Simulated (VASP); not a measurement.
# Ga: convergence, self-consistent run

Ga, P1 (no. 1), 24 atoms in the cell. PBEsol; PAW potentials Ga_d (PBE set). VASP 6.6.1.

Wanted: energy within 2 meV/atom; forces within 0.01 eV/Å.

What the run is for: forces in a large cell; Accuracy asked: standard; Cell repeated: 2 × 2 × 3.

POSCAR:
```
Ga
1.0
    2.7660000000     -8.0530000000      0.0000000000
    2.7660000000      8.0530000000      0.0000000000
   -0.3523424844      0.0000000000      9.9897883248
Ga
24
Direct
    0.0624870000      0.4347830000      0.2502430000
    0.0641480000      0.4361020000      0.5819180000
    0.0668810000      0.4415430000      0.9118870000
    0.0599380000      0.9313280000      0.2489960000
    0.0633100000      0.9362860000      0.5758300000
    0.0612190000      0.9324070000      0.9215570000
    0.5761980000      0.4402570000      0.2541430000
    0.5692400000      0.4411730000      0.5846320000
    0.5681210000      0.4342360000      0.9192640000
    0.5711590000      0.9365870000      0.2461390000
    0.5588840000      0.9284510000      0.5873310000
    0.5530300000      0.9232630000      0.9202820000
    0.4305360000      0.0617010000      0.0791230000
    0.4357670000      0.0661990000      0.4135980000
    0.4367490000      0.0652830000      0.7495140000
    0.4344710000      0.5690050000      0.0806320000
    0.4308180000      0.5665280000      0.4238010000
    0.4316650000      0.5684880000      0.7529310000
    0.9414670000      0.0712480000      0.0876260000
    0.9359320000      0.0693190000      0.4122510000
    0.9374900000      0.0628150000      0.7472810000
    0.9424300000      0.5717080000      0.0838650000
    0.9502510000      0.5780610000      0.4154670000
    0.9300440000      0.5638550000      0.7535210000
```

The series start from Plane-wave cutoff (eV): 330; Projection operators (LREAL): Auto, ROPT -0.00025; Precision mode (PREC): Normal; Electronic threshold (eV): 1e-5; Parallel layout: defaults; Program: vasp_std; Electronic algorithm: ALGO=Normal; Bands a block (NSIM): NSIM=4; Data layout and linear algebra: defaults. Each series keeps the choices made before it, and each single choice may use up half of a tolerance.

## Plane-wave cutoff (eV)

| Plane-wave cutoff (eV) | Energy less reference (meV/atom) | Forces, largest deviation (eV/Å) | SCF iterations | Time (s) |
|---|---|---|---|---|
| 260 | 9.6 | 0.012 | 18 | 18 |
| 280 | 1.6 | 0.011 | 18 | 13 |
| 330 | 0.2 | 0.006 | 18 | 26 |
| 370 | 0.7 | 0.008 | 18 | 16 |
| 460 (reference) | 0.0 | 0.000 | 18 | 20 |

Chosen: 460; the next looser run is off by more than half of the tolerance, so convergence isn't shown beyond this value.

## Projection operators (LREAL)

| Projection operators (LREAL) | Energy less reference (meV/atom) | Forces, largest deviation (eV/Å) | SCF iterations | Time (s) |
|---|---|---|---|---|
| Auto, ROPT -0.005 | 2.2 | 0.103 | 18 | 16 |
| Auto, ROPT -0.002 | 1.9 | 0.023 | 18 | 18 |
| Auto, ROPT -0.001 | 0.6 | 0.010 | 18 | 18 |
| Auto, ROPT -0.0005 | -0.6 | 0.001 | 18 | 19 |
| Auto, ROPT -0.00025 | -0.6 | 0.001 | 18 | 20 |
| Auto, ROPT -0.0001 | -0.3 | 0.000 | 18 | 21 |
| False (reference) | 0.0 | 0.000 | 18 | 18 |

Chosen: Auto, ROPT -0.0005, the loosest value from which every tighter one stays within half of the tolerance.

## Precision mode (PREC)

| Precision mode (PREC) | Energy less reference (meV/atom) | Forces, largest deviation (eV/Å) | SCF iterations | Time (s) |
|---|---|---|---|---|
| SingleN | -3.1 | 0.027 | 18 | 17 |
| Normal | 0.1 | 0.002 | 18 | 19 |
| Accurate (reference) | 0.0 | 0.000 | 18 | 31 |

Chosen: Normal.

## Electronic threshold (eV)

| Electronic threshold (eV) | Energy less reference (meV/atom) | Forces, largest deviation (eV/Å) | SCF iterations | Time (s) |
|---|---|---|---|---|
| 0.001 | 0.0 | 0.009 | 12 | 12 |
| 0.0001 | 0.0 | 0.003 | 15 | 14 |
| 1e-5 | 0.0 | 0.000 | 18 | 19 |
| 1e-6 | 0.0 | 0.000 | 18 | 18 |
| 1e-7 (reference) | 0.0 | 0.000 | 21 | 23 |

Chosen: 0.0001.

## Parallel layout

| Parallel layout | Energy less reference (meV/atom) | Forces, largest deviation (eV/Å) | SCF iterations | Time (s) |
|---|---|---|---|---|
| defaults | 0.0 | 0.000 | 15 | 14 |
| NCORE=2 | 0.0 | 0.003 | 14 | 14 |
| NCORE=4 | 0.0 | 0.003 | 14 | 13 |
| NCORE=8 | 0.0 | 0.004 | 14 | 13 |
| NPAR=2 | 0.0 | 0.003 | 14 | 14 |

Chosen: defaults; no other choice that stays within half of the tolerance saves 30 % of the time.

## Program

| Program | Energy less reference (meV/atom) | Forces, largest deviation (eV/Å) | SCF iterations | Time (s) |
|---|---|---|---|---|
| vasp_std | 0.0 | 0.000 | 15 | 14 |
| vasp_gam | 0.0 | 0.004 | 14 | 12 |

Chosen: vasp_std.

## Electronic algorithm

| Electronic algorithm | Energy less reference (meV/atom) | Forces, largest deviation (eV/Å) | SCF iterations | Time (s) |
|---|---|---|---|---|
| ALGO=Normal | 0.0 | 0.000 | 15 | 14 |
| ALGO=Fast | 0.0 | 0.003 | 12 | 12 |
| ALGO=VeryFast | 0.0 | 0.005 | 18 | 12 |
| ALGO=All ISEARCH=1 | 0.0 | 0.016 | 16 | 16 |

Chosen: ALGO=Normal.

## Bands a block (NSIM)

| Bands a block (NSIM) | Energy less reference (meV/atom) | Forces, largest deviation (eV/Å) | SCF iterations | Time (s) |
|---|---|---|---|---|
| NSIM=4 | 0.0 | 0.000 | 15 | 14 |
| NSIM=1 | 0.0 | 0.000 | 15 | 15 |
| NSIM=2 | 0.0 | 0.000 | 15 | 14 |
| NSIM=8 | 0.0 | 0.002 | 14 | 13 |
| NSIM=16 | 0.0 | 0.002 | 14 | 13 |

Chosen: NSIM=4.

## Data layout and linear algebra

| Data layout and linear algebra | Energy less reference (meV/atom) | Forces, largest deviation (eV/Å) | SCF iterations | Time (s) |
|---|---|---|---|---|
| defaults | 0.0 | 0.000 | 15 | 14 |
| LPLANE=False | 0.0 | 0.000 | 15 | 14 |
| LSCALAPACK=False | 0.0 | 0.000 | 15 | 14 |
| LSCALU=True | 0.0 | 0.000 | 15 | 14 |

Chosen: defaults.

## All choices together

| Input | Energy less reference (meV/atom) | Forces, largest deviation (eV/Å) | Time (s) |
|---|---|---|---|
| the program's defaults (naive) | 2.4 | 0.091 | 8.4 |
| chosen settings | -0.5 | 0.003 | 14 |
| reference settings throughout | 0.0 | 0.000 | 26 |

The chosen settings stay within the tolerance of the reference run, but the reference itself isn't shown to be converged in: Plane-wave cutoff (eV).

## The input

INCAR:
```
SYSTEM = Ga
GGA = PS ; ISMEAR = 1
SIGMA = 0.1 ; LWAVE = .False.
LCHARG = .False. ; ISIF = 2
ISYM = 0 ; PREC = Normal
LASPH = .True. ; LREAL = Auto
ALGO = Normal ; EDIFF = 1E-4
NELM = 120 ; GGA_COMPAT = .False.
ENCUT = 460 ; ROPT = -0.0005
NSIM = 4
```

KPOINTS:
```
k-points
0
Gamma
  1 1 1
```

Commands:
```
cat potpaw_PBE.64/Ga_d/POTCAR > POTCAR
mpirun -np 8 vasp_std > vasp.out
```

Limits: Only the k mesh 1 × 1 × 1 was run, so its error is untested.

The chosen input took VASP 6.6.1 14 s on 8 cores (Intel Xeon Platinum 8488C (Sapphire Rapids)), a shared host.

## An input that fails: Gamma-only program on a mesh of k points

VASP's message: You are using the Gamma-point-only version with more than one k-point or some other non-Gamma k-point.

k mesh: 1 × 1 × 1 becomes 2 × 2 × 2.

Changes against the starting input:
```
- NELM = 120
+ NELM = 80
- vasp_std
+ vasp_gam
(KPOINTS)
-k-points
+Automatic mesh
-  1 1 1
+  2 2 2
+  0 0 0
```
